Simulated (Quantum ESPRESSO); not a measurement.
# ZrO2 (137): the gap on the mesh against the Hubbard U in Quantum ESPRESSO

```yaml
crystal:
  lattice:
    - [3.65597, 0.00000, 0.00000]
    - [0.00000, 3.65597, 0.00000]
    - [0.00000, 0.00000, 5.30615]
  atoms:
    - { symbol: Zr, position: [0.00000, 0.00000, 0.00000] }
    - { symbol: Zr, position: [0.50000, 0.50000, 0.50000] }
    - { symbol: O, position: [0.00000, 0.50000, 0.30177] }
    - { symbol: O, position: [0.00000, 0.50000, 0.80177] }
    - { symbol: O, position: [0.50000, 0.00000, 0.19823] }
    - { symbol: O, position: [0.50000, 0.00000, 0.69823] }
```

Method of the run: PBE+U, PSlibrary PAW (PBE, semicore) pseudopotentials (plane waves; Quantum ESPRESSO). Base settings: ecutwfc = 55 Ry; ecutrho = 330 Ry; occupations = fixed; potentials = {Zr: Zr.pbe-spn-kjpaw_psl.1.0.0.UPF, O: O.pbe-n-kjpaw_psl.0.1.UPF}; K_POINTS = automatic 7 7 5 0 0 0; nbnd = 28; conv_thr = 1e-10 Ry. In the first row HUBBARD = ortho-atomic; U Zr-4d 1 eV. Only the value of U changes; cell and atoms are held.

Here U stands for U and Eg for gap on the mesh.

```
U (eV)  gap on the mesh (eV)
------  --------------------
1.0                    4.095
2.0                    4.310
3.0                    4.538
4.0                    4.778
5.0                    5.032
6.0                    5.297
7.0                        ?
```

Problem. Fit Eg against U with a straight line, and predict the withheld value at U = 7.0.

Solution. With u = U - 3.5, the rows have u = -2.5000, -1.5000, -0.5000, 0.5000, 1.5000, 2.5000. Means: u 0, Eg 4.6750. About the means, the sum of products is 4.2080 and the sum of squares of u is 17.500; the slope is their ratio. Least squares gives Eg = 4.6750 + 0.24046·u. Residuals (row less fit): 0.0211, -0.0043, -0.0168, -0.0172, -0.0037, 0.0209; standard error 0.0193 (degrees of freedom: 4). At the withheld row, u = 3.5000, so Eg = 4.6750 + 0.24046 × 3.5000 = 5.517 eV. The calculation gives 5.575 eV, 0.058 eV above the prediction (3.9 % of the range of Eg in the table). The row lies outside the fitted rows, so this is an extrapolation. From the scatter of the fitted rows alone, a prediction at this place has a standard error of 0.0264 eV, so the miss is 2.2 times that.

The starting cell comes from a database of computed structures (which also holds hypothetical and non-ambient phases and stackings), without a prior relaxation at this level. Its lattice was rescaled by a random factor within 2.5 % of one. Spin polarisation is off. U is a test value here, on a crystal without moments. Gaps are read on the mesh, which need not hold the band edges. Only smooth series, which this form fits to 3 % of their range, are shown in such tables.
